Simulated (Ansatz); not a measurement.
# A defect in a wire: armchair graphene nanoribbon (N = 7, H edges), Stone-Wales bond rotation, part 3 of 4

What does the defect do to the conductance?

Ansatz 0.2.0; DFT PBE, plane waves, PAW; relaxation of a wire's period (the session's first sound run).

So far. Step 2 (The relaxed wire): The cell's length comes to 4.300 Å with spin left out. Step 3 (Bands of the perfect wire): At the computed energy nearest the Fermi level there are 0 channels a spin, and the thermal average gives 1.4e-13 G₀; the gap is 1.57 eV.

## 4. Relaxation of the scattering region

This step: DFT PBE, plane waves, PAW; relaxation of a junction in a wire, ends held (Ansatz 0.2.0).

System of this step: armchair graphene nanoribbon (N = 7, H edges), Stone-Wales bond rotation. The cell holds 126 atoms: 98 C and 28 H. Its edges and angles: a = 16.232 Å, b = 7.000 Å, c = 30.099 Å, α = 90.0°, β = 90.0°, γ = 90.0°. Regions: held atoms, 72 atoms (56 C and 16 H); free atoms, 54 atoms (42 C and 12 H). Vacuum lies along a and b. The structure's axis is c.

54 atoms at the defect are free to relax, while 72 stay where the perfect wire has them, so that the ends still repeat as a lead. The cutoff is set under the files' recommended one to save time.

The input, input.yaml:

```yaml
crystal:
  lattice:
    - [16.232, 0.0, 0.0]
    - [0.0, 7.0, 0.0]
    - [0.0, 0.0, 30.0987489793]
  atoms:
    - { symbol: C, position: [0.273844133, 0.5, 0.001052437] }
    - { symbol: C, position: [0.423835595, 0.5, 0.999963324] }
    - { symbol: C, position: [0.576164405, 0.5, 0.999963324] }
    - { symbol: C, position: [0.726155867, 0.5, 0.001052437] }
    - { symbol: C, position: [0.273844133, 0.5, 0.04656661] }
    - { symbol: C, position: [0.423835595, 0.5, 0.047655723] }
    - { symbol: C, position: [0.576164405, 0.5, 0.047655723] }
    - { symbol: C, position: [0.726155867, 0.5, 0.04656661] }
    - { symbol: H, position: [0.214810782, 0.5, 0.063659109] }
    - { symbol: H, position: [0.785189218, 0.5, 0.063659109] }
    - { symbol: C, position: [0.348109846, 0.5, 0.071306448] }
    - { symbol: C, position: [0.5, 0.5, 0.071620985] }
    - { symbol: C, position: [0.651890154, 0.5, 0.071306448] }
    - { symbol: C, position: [0.348109846, 0.5, 0.119169743] }
    - { symbol: C, position: [0.5, 0.5, 0.118855205] }
    - { symbol: C, position: [0.651890154, 0.5, 0.119169743] }
    - { symbol: H, position: [0.214810782, 0.5, 0.126817082] }
    - { symbol: H, position: [0.785189218, 0.5, 0.126817082] }
    - { symbol: C, position: [0.273844133, 0.5, 0.14390958] }
    - { symbol: C, position: [0.423835595, 0.5, 0.142820467] }
    - { symbol: C, position: [0.576164405, 0.5, 0.142820467] }
    - { symbol: C, position: [0.726155867, 0.5, 0.14390958] }
    - { symbol: C, position: [0.273844133, 0.5, 0.189423753] }
    - { symbol: C, position: [0.423835595, 0.5, 0.190512866] }
    - { symbol: C, position: [0.576164405, 0.5, 0.190512866] }
    - { symbol: C, position: [0.726155867, 0.5, 0.189423753] }
    - { symbol: H, position: [0.214810782, 0.5, 0.206516252] }
    - { symbol: H, position: [0.785189218, 0.5, 0.206516252] }
    - { symbol: C, position: [0.348109846, 0.5, 0.214163591] }
    - { symbol: C, position: [0.5, 0.5, 0.214478128] }
[... 90 atom lines left out ...]
    - { symbol: C, position: [0.651890154, 0.5, 0.928449305] }
    - { symbol: C, position: [0.348109846, 0.5, 0.9763126] }
    - { symbol: C, position: [0.5, 0.5, 0.975998063] }
    - { symbol: C, position: [0.651890154, 0.5, 0.9763126] }
    - { symbol: H, position: [0.214810782, 0.5, 0.983959939] }
    - { symbol: H, position: [0.785189218, 0.5, 0.983959939] }
kpoints:
  mp_grid: { grid: [1, 1, 1] }
scf:
  occupations: { method: fermi_dirac, width: 0.1 }
hamiltonian:
  xc: pbe
relax:
  constraints:
    - { sites: [0, 1, 2, 3, 4, 5, 6, 7, 8, 9, 10, 11, 12, 13, 14, 15, 16, 17, 18, 19, 20, 21, 22, 23, 24, 25, 26, 27, 28, 29, 30, 31, 32, 33, 34, 35, 90, 91, 92, 93, 94, 95, 96, 97, 98, 99, 100, 101, 102, 103, 104, 105, 106, 107, 108, 109, 110, 111, 112, 113, 114, 115, 116, 117, 118, 119, 120, 121, 122, 123, 124, 125] }
  f_tol: 0.06
  max_steps: 35
basis:
  ecutwfc: "350 eV"
```

Run with:

```console
$ ansatz run input.yaml --threads 4 --pin off --max-ram 16384MiB --backend cpu --events-out ev --progress --plain --runs-dir out
```

Numbers of over 12 decimals in the logs are rounded to 6 here.

The program printed:

```text
[...]
Warning: crystal.symmetry: narrowed to the stabiliser of the relax constraints — unitary ops 4 → 2; lowered at sites 36, 37, 38, 39, 40, 41, 42, 43, 90, 91, 92, 93, 94, 95, 96, 97 (the operations that carried what is held of a site onto what its image site leaves free; the constrained walk keeps no symmetry that its constraints do not admit)
[...]
Crystal: 126 atoms, lattice volume = 3419.940 Å³
Basis set: ecut = 350 eV, 50895 PW (Γ), exchange–correlation on 200×90×384 points (8 copies of the dense FFT grid, shifted against one another)
Bands: 336, of which v1, the nominal top of the filled ones, is band 210 counted from 1 (209 counted from 0)
Symmetry: 2 space group operations
k-points: 1
[...]
SCF iter   1: F=—  HF=-25021.236319 eV  |F-HF|=—  |Δ(HF+E_count)|=         —  Δρ=3.91e-3  dr2=1.02e0  ethr=1.77e-3  ⟨swp⟩=6.0  Hψ=1377  notcnv=0  defer=84
[...]
SCF iter   7: F=-25021.060240 eV  HF=-25021.060274 eV  |F-HF|=3.36e-5  |Δ(HF+E_count)|=   8.89e-5  Δρ=4.05e-5  dr2=7.61e-5  ethr=2.14e-8  ⟨swp⟩=3.0  Hψ=955  notcnv=0
SCF 1 converged in 7 iterations: F = -25021.060240 eV  dr2 = 7.61e-5
[...]
relax step   1: F+E_penalty+E_count = -25021.06024001 eV  Δ(F+E_penalty+E_count) = +0.000e0 eV  max|allowed force component| = 1.115e1 eV/Å  Δτ_max = 0.0000 Å  (7 SCF iters, dr2 threshold 9.00e-5 eV, accepted)
[...]
SCF iter   7: F=-25025.723486 eV  HF=-25025.723505 eV  |F-HF|=1.84e-5  |Δ(HF+E_count)|=   6.53e-6  Δρ=3.51e-5  dr2=4.36e-5  ethr=2.38e-8  ⟨swp⟩=3.0  Hψ=923  notcnv=0
SCF 2 converged in 7 iterations: F = -25025.723486 eV  dr2 = 4.36e-5
[...]
relax step   2: F+E_penalty+E_count = -25025.72348627 eV  Δ(F+E_penalty+E_count) = -4.663e0 eV  max|allowed force component| = 5.826e0 eV/Å  Δτ_max = 0.1968 Å  (7 SCF iters, dr2 threshold 1.00e-4 eV, accepted)
[...]
SCF iter   7: F=-25028.201163 eV  HF=-25028.201206 eV  |F-HF|=4.25e-5  |Δ(HF+E_count)|=   7.43e-6  Δρ=3.80e-5  dr2=6.97e-5  ethr=2.38e-8  ⟨swp⟩=2.0  Hψ=978  notcnv=0
SCF 3 converged in 7 iterations: F = -25028.201163 eV  dr2 = 6.97e-5
[...]
relax step   3: F+E_penalty+E_count = -25028.20116344 eV  Δ(F+E_penalty+E_count) = -2.478e0 eV  max|allowed force component| = 1.325e0 eV/Å  Δτ_max = 0.1950 Å  (7 SCF iters, dr2 threshold 1.00e-4 eV, accepted)
[...]
relax step   4: F+E_penalty+E_count = -25028.48487846 eV  Δ(F+E_penalty+E_count) = -2.837e-1 eV  max|allowed force component| = 1.099e0 eV/Å  Δτ_max = 0.1889 Å  (7 SCF iters, dr2 threshold 1.00e-4 eV, accepted)
[...]
relax step   5: F+E_penalty+E_count = -25028.56139658 eV  Δ(F+E_penalty+E_count) = -7.652e-2 eV  max|allowed force component| = 8.339e-2 eV/Å  Δτ_max = 0.0512 Å  (6 SCF iters, dr2 threshold 7.55e-5 eV, accepted)
[...]
relax step   6: F+E_penalty+E_count = -25028.56193797 eV  Δ(F+E_penalty+E_count) = -5.414e-4 eV  max|allowed force component| = 6.254e-2 eV/Å  Δτ_max = 0.0055 Å  (7 SCF iters, accepted)
SCF iter   1: F=—  HF=-25028.561940 eV  |F-HF|=—  |Δ(HF+E_count)|=         —  Δρ=1.03e-4  dr2=2.47e-4  ethr=5.32e-7  ⟨swp⟩=2.0  Hψ=604  notcnv=0  defer=102
[...]
SCF iter   6: F=-25028.562223 eV  HF=-25028.562223 eV  |F-HF|=2.37e-8  |Δ(HF+E_count)|=   2.60e-9  Δρ=1.53e-6  dr2=7.71e-8  ethr=2.38e-11  ⟨swp⟩=4.0  Hψ=909  notcnv=0
SCF 7 converged in 6 iterations: F = -25028.562223 eV  dr2 = 7.71e-8
relax step   7: F+E_penalty+E_count = -25028.56222277 eV  Δ(F+E_penalty+E_count) = -2.848e-4 eV  max|allowed force component| = 1.116e-2 eV/Å  Δτ_max = 0.0026 Å  (6 SCF iters, accepted)
SCF converged after 6 iterations
Free energy (F): -25028.562223 eV
[...]
Internal energy: -25028.544045 eV  (E = F + TS)
E sigma→0 (E₀):  -25028.553134 eV
Entropy (-TS):   -0.018178 eV (-0.144 meV/atom)
Fermi energy:    -1.087228 eV
[...]
--- Forces (eV/Å), atoms counted from 1 ---
  atom   1  C      0.02856817    -0.00000000    -0.02171812
  atom   2  C     -0.00399066     0.00000000    -0.01008749
  atom   3  C     -0.00128861     0.00000000    -0.01501583
  atom   4  C     -0.02553412     0.00000000    -0.01953543
  atom   5  C      0.02841824    -0.00000000     0.02195042
  atom   6  C     -0.00079047     0.00000000     0.01063905
  atom   7  C      0.00035716    -0.00000000     0.01611829
  atom   8  C     -0.02638967     0.00000000     0.02004497
  atom   9  H     -0.03227874     0.00000000     0.01654032
  atom  10  H      0.03254735    -0.00000000     0.01627508
  atom  11  C      0.00517709    -0.00000000    -0.01533622
  atom  12  C      0.00142249    -0.00000000    -0.01043160
  atom  13  C     -0.00617779     0.00000000    -0.01734872
  atom  14  C      0.00282435    -0.00000000     0.01732304
  atom  15  C     -0.00239878     0.00000000     0.01053147
  atom  16  C     -0.00303660     0.00000000     0.01800401
  atom  17  H     -0.03237323     0.00000000    -0.01503460
  atom  18  H      0.03212227    -0.00000000    -0.01415089
  atom  19  C      0.03371009    -0.00000000    -0.02045239
  atom  20  C      0.00788603    -0.00000000    -0.00969533
  atom  21  C      0.00266051    -0.00000000    -0.00709562
  atom  22  C     -0.02691992     0.00000000    -0.01952059
  atom  23  C      0.02116170    -0.00000000     0.02629398
  atom  24  C     -0.01064020     0.00000000     0.02188967
  atom  25  C     -0.02068077     0.00000000     0.02383592
  atom  26  C     -0.01377207     0.00000000     0.04981770
  atom  27  H     -0.02924503     0.00000000     0.01392054
  atom  28  H      0.03891918    -0.00000000     0.02711668
  atom  29  C      0.08331512    -0.00000000     0.00089117
  atom  30  C      0.08626363    -0.00000000     0.05537807
  atom  31  C      0.00738829    -0.00000000     0.12470449
  atom  32  C      0.27912498    -0.00000000     0.20529412
  atom  33  C      0.30821236    -0.00000000     1.00033320
  atom  34  C     -0.02139178     0.00000000     1.28155193
  atom  35  H     -0.12747822     0.00000000    -0.15027049
  atom  36  H     -0.43751147     0.00000000     0.62037146
  atom  37  C      0.00249045    -0.00000000     0.00524813
  atom  38  C     -0.00029005     0.00000000    -0.00022112
  atom  39  C     -0.00211982     0.00000000     0.00130798
  atom  40  C     -0.00076319     0.00000000    -0.00253304
[...]
atom 115  C      0.00025555    -0.00000000     0.01313539
  atom 116  C     -0.02393844     0.00000000     0.01211546
  atom 117  H     -0.03243739     0.00000000     0.01626821
  atom 118  H      0.03255689    -0.00000000     0.01597077
  atom 119  C     -0.00067388     0.00000000    -0.01871423
  atom 120  C     -0.00011415     0.00000000    -0.00925223
  atom 121  C     -0.01099554     0.00000000    -0.01247377
  atom 122  C      0.00535493    -0.00000000     0.01888866
  atom 123  C      0.00300972    -0.00000000     0.00903236
  atom 124  C     -0.00514623     0.00000000     0.01394731
  atom 125  H     -0.03235612     0.00000000    -0.01642908
  atom 126  H      0.03251396    -0.00000000    -0.01618022
  max |Σ_I F_I| component: 1.87e-4 eV/Å
--- Relaxed structure (7 steps of the walk, 7 accepted, 0 SCFs on fresh bases) ---
  F+E_penalty+E_count = -25028.56222277 eV   max|allowed force component| = 1.116e-2 eV/Å
  atoms:
    - { symbol: C, position: [0.273844133, 0.500000, 0.00105244] }
    - { symbol: C, position: [0.423835595, 0.500000, 0.999963] }
    - { symbol: C, position: [0.576164405, 0.500000, 0.999963] }
    - { symbol: C, position: [0.726156, 0.500000, 0.00105244] }
    - { symbol: C, position: [0.273844133, 0.500000, 0.046567] }
    - { symbol: C, position: [0.423835595, 0.500000, 0.047656] }
    - { symbol: C, position: [0.576164405, 0.500000, 0.047656] }
    - { symbol: C, position: [0.726156, 0.500000, 0.046567] }
    - { symbol: H, position: [0.214810782, 0.500000, 0.063659] }
    - { symbol: H, position: [0.785189218, 0.500000, 0.063659] }
    - { symbol: C, position: [0.348110, 0.500000, 0.071306] }
    - { symbol: C, position: [0.5, 0.500000, 0.071621] }
    - { symbol: C, position: [0.651890, 0.500000, 0.071306] }
    - { symbol: C, position: [0.348110, 0.500000, 0.119170] }
    - { symbol: C, position: [0.5, 0.500000, 0.118855] }
    - { symbol: C, position: [0.651890, 0.500000, 0.119170] }
    - { symbol: H, position: [0.214810782, 0.500000, 0.126817] }
    - { symbol: H, position: [0.785189218, 0.500000, 0.126817] }
    - { symbol: C, position: [0.273844133, 0.500000, 0.143910] }
    - { symbol: C, position: [0.423835595, 0.500000, 0.142820] }
    - { symbol: C, position: [0.576164405, 0.500000, 0.142820] }
    - { symbol: C, position: [0.726156, 0.500000, 0.143910] }
    - { symbol: C, position: [0.273844133, 0.500000, 0.189424] }
    - { symbol: C, position: [0.423835595, 0.500000, 0.190513] }
    - { symbol: C, position: [0.576164405, 0.500000, 0.190513] }
    - { symbol: C, position: [0.726156, 0.500000, 0.189424] }
    - { symbol: H, position: [0.214810782, 0.500000, 0.206516] }
    - { symbol: H, position: [0.785189218, 0.500000, 0.206516] }
    - { symbol: C, position: [0.348110, 0.500000, 0.214164] }
    - { symbol: C, position: [0.5, 0.500000, 0.214478] }
    - { symbol: C, position: [0.651890, 0.500000, 0.214164] }
    - { symbol: C, position: [0.348110, 0.500000, 0.262027] }
    - { symbol: C, position: [0.5, 0.500000, 0.261712] }
    - { symbol: C, position: [0.651890, 0.500000, 0.262027] }
    - { symbol: H, position: [0.214810782, 0.500000, 0.269674] }
    - { symbol: H, position: [0.785189218, 0.500000, 0.269674] }
    - { symbol: C, position: [0.273858, 0.500000, 0.286467] }
    - { symbol: C, position: [0.424067, 0.500000, 0.286138] }
    - { symbol: C, position: [0.576437, 0.500000, 0.286797] }
    - { symbol: C, position: [0.725843, 0.500000, 0.288055] }
    - { symbol: C, position: [0.273441, 0.500000, 0.331869] }
    - { symbol: C, position: [0.424109, 0.500000, 0.334313] }
    - { symbol: C, position: [0.576694, 0.500000, 0.335814] }
    - { symbol: C, position: [0.725669, 0.500000, 0.334348] }
    - { symbol: H, position: [0.214166, 0.500000, 0.348711] }
    - { symbol: H, position: [0.785699, 0.500000, 0.350695] }
    - { symbol: C, position: [0.347080, 0.500000, 0.356900] }
    - { symbol: C, position: [0.500083, 0.500000, 0.359674] }
    - { symbol: C, position: [0.652316, 0.500000, 0.361278] }
    - { symbol: C, position: [0.343987, 0.500000, 0.404649] }
[...]
- { symbol: H, position: [0.210414, 0.500000, 0.410143] }
    - { symbol: H, position: [0.782127, 0.500000, 0.416689] }
[...]
- { symbol: H, position: [0.203730, 0.500000, 0.489866] }
    - { symbol: H, position: [0.814821, 0.500000, 0.487124] }
[...]
- { symbol: H, position: [0.203842, 0.500000, 0.558436] }
    - { symbol: H, position: [0.814626, 0.500000, 0.562350] }
[...]
- { symbol: H, position: [0.210698, 0.500000, 0.638121] }
    - { symbol: H, position: [0.782165, 0.500000, 0.632747] }
[...]
- { symbol: H, position: [0.214677, 0.500000, 0.698444] }
    - { symbol: H, position: [0.785833, 0.500000, 0.698600] }
[...]
- { symbol: H, position: [0.214810782, 0.500000, 0.777945] }
    - { symbol: H, position: [0.785189218, 0.500000, 0.777945] }
[...]
- { symbol: H, position: [0.214810782, 0.500000, 0.841103] }
    - { symbol: H, position: [0.785189218, 0.500000, 0.841103] }
[...]
- { symbol: C, position: [0.576164405, 0.500000, 0.857106] }
    - { symbol: C, position: [0.726156, 0.500000, 0.858195] }
    - { symbol: C, position: [0.273844133, 0.500000, 0.903709] }
    - { symbol: C, position: [0.423835595, 0.500000, 0.904799] }
    - { symbol: C, position: [0.576164405, 0.500000, 0.904799] }
    - { symbol: C, position: [0.726156, 0.500000, 0.903709] }
    - { symbol: H, position: [0.214810782, 0.500000, 0.920802] }
    - { symbol: H, position: [0.785189218, 0.500000, 0.920802] }
    - { symbol: C, position: [0.348110, 0.500000, 0.928449] }
    - { symbol: C, position: [0.5, 0.500000, 0.928764] }
    - { symbol: C, position: [0.651890, 0.500000, 0.928449] }
    - { symbol: C, position: [0.348110, 0.500000, 0.976313] }
    - { symbol: C, position: [0.5, 0.500000, 0.975998] }
    - { symbol: C, position: [0.651890, 0.500000, 0.976313] }
    - { symbol: H, position: [0.214810782, 0.500000, 0.983960] }
    - { symbol: H, position: [0.785189218, 0.500000, 0.983960] }
```

Elapsed: 89 s, on 4 threads of Arm Neoverse V2, shared host; peak memory 2.5 GiB; 5.7 min of CPU time.

The steps of the relaxation:

| step | energy less that of the first step (eV) | largest force component (eV/Å) |
| --- | --- | --- |
| 1 | 0.0000 | 11.1474 |
| 2 | -4.6632 | 5.8259 |
| 3 | -7.1409 | 1.3248 |
| 4 | -7.4246 | 1.0988 |
| 5 | -7.5012 | 0.0834 |
| 6 | -7.5017 | 0.0625 |
| 7 | -7.5020 | 0.0112 |

The atoms that moved most (Å):

| atom | dx | dy | dz | length |
| --- | --- | --- | --- | --- |
| H72 | 0.478 | 0.000 | 0.210 | 0.522 |
| H64 | 0.481 | 0.000 | -0.154 | 0.505 |
| C62 | 0.353 | 0.000 | 0.219 | 0.415 |
| C76 | 0.350 | 0.000 | -0.163 | 0.386 |
| C61 | -0.172 | 0.000 | 0.219 | 0.278 |
| C75 | -0.171 | 0.000 | -0.178 | 0.247 |
| C66 | -0.231 | 0.000 | 0.020 | 0.232 |
| C58 | 0.007 | 0.000 | 0.230 | 0.230 |

This step gave:

```
energy at zero smearing : -25028.5531 eV
```

The largest force component on a free atom ends at 0.011 eV/Å, under the limit of 0.06. 

[end of part 3 of 4]

[Logs are printed without paths, hosts, clocks, repeated set-up lines and the standing remarks that a program may print on its own settings, such as how far it seeks lower states.]

[Hosts, paths, dates, database ids (printed as entryN), source tags and the programs' standing remarks are cut or masked in the printed files.]
